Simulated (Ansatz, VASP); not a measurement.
## Two plane-wave programs on B2P

The input INCAR:

```
PREC = Accurate ; ENCUT = 520
EDIFF = 1E-7 ; ISMEAR = -1
SIGMA = 0.05 ; LREAL = F
LASPH = T ; NELM = 80
ALGO = Normal ; ISIF = 2
LWAVE = F ; LCHARG = T
GGA = PE ; LELF = T
LVHAR = T ; NBANDS = 12
```

File KPOINTS:

```
regular mesh
0
Gamma
  10 10 10
```

POSCAR

```
B2P
1.0
    1.5151200000      0.8747500000      3.9248800000
   -1.5151200000      0.8747500000      3.9248800000
    0.0000000000     -1.7495000000      3.9248800000
B P
2 1
Direct
    0.4293400000      0.4293400000      0.4293400000
    0.5706600000      0.5706600000      0.5706600000
    0.0000000000      0.0000000000      0.0000000000
```

The input input.yaml:

```yaml
crystal:
  lattice:
    - [1.51512, 0.87475, 3.92488]
    - [-1.51512, 0.87475, 3.92488]
    - [0.0, -1.7495, 3.92488]
  atoms:
    - { symbol: B, position: [0.42934, 0.42934, 0.42934] }
    - { symbol: B, position: [0.57066, 0.57066, 0.57066] }
    - { symbol: P, position: [0.0, 0.0, 0.0] }
hamiltonian:
  xc: pbe
  pseudopotentials: { kind: paw }
kpoints:
  mp_grid: { grid: [10, 10, 10] }
  band_path:
    path:
      - [[0.0, 0.0, 0.0], [0.5, 0.0, 0.0], [0.5, 0.1997816836, -0.1997816836]]
      - [[0.8002183164, 0.5, 0.1997816836], [0.5, 0.5, 0.5], [0.0, 0.0, 0.0], [0.3498908418, 0.0, -0.3498908418]]
      - [[0.6501091582, 0.3498908418, 0.0], [0.5, 0.5, 0.0], [0.6501091582, 0.6501091582, 0.1997816836], [0.5, 0.5, 0.5]]
      - [[0.5, 0.0, 0.0], [0.8002183164, 0.3498908418, 0.3498908418]]
    npoints: 14
scf:
  occupations: { method: fermi_dirac, width: 0.05 }
  n_extra_bands: 7
output:
  forces: true
  stress: true
  eigenvalues: true
  fatbands: false
```

The cell was built by a generator and needn't be a form met in nature.

Alike in both runs: functional PBE; k mesh 10 × 10 × 10; occupations fermi-dirac, width 0.05 eV; no spin polarisation.

|  | VASP | Ansatz |
| --- | --- | --- |
| version | VASP 6.6.1 | Ansatz 0.2.0 |
| potentials or method | VASP PAW PBE potentials, release 64 (B, P) | Ansatz PAW |
| plane-wave cutoff (eV) | 520 | 420 |
| valence electrons in the cell | 11 | 11 |
| task | single point | band structure |

Ansatz gave:

* gap on the k mesh at the Fermi level (eV): none
* pressure (GPa): -0.2
* largest component of the traceless stress (GPa): 0.19
* rms of the force components (eV/Å): 0.044

Task: Estimate VASP's values.

Result: gap on the k mesh at the Fermi level (eV): none; pressure (GPa): -0.4; largest component of the traceless stress (GPa): 0.26; rms of the force components (eV/Å): 0.037.

Atom by atom the forces differ by 0.007 eV/Å (rms over components). A gap of «none» marks a metal or a gap that the smearing closes.
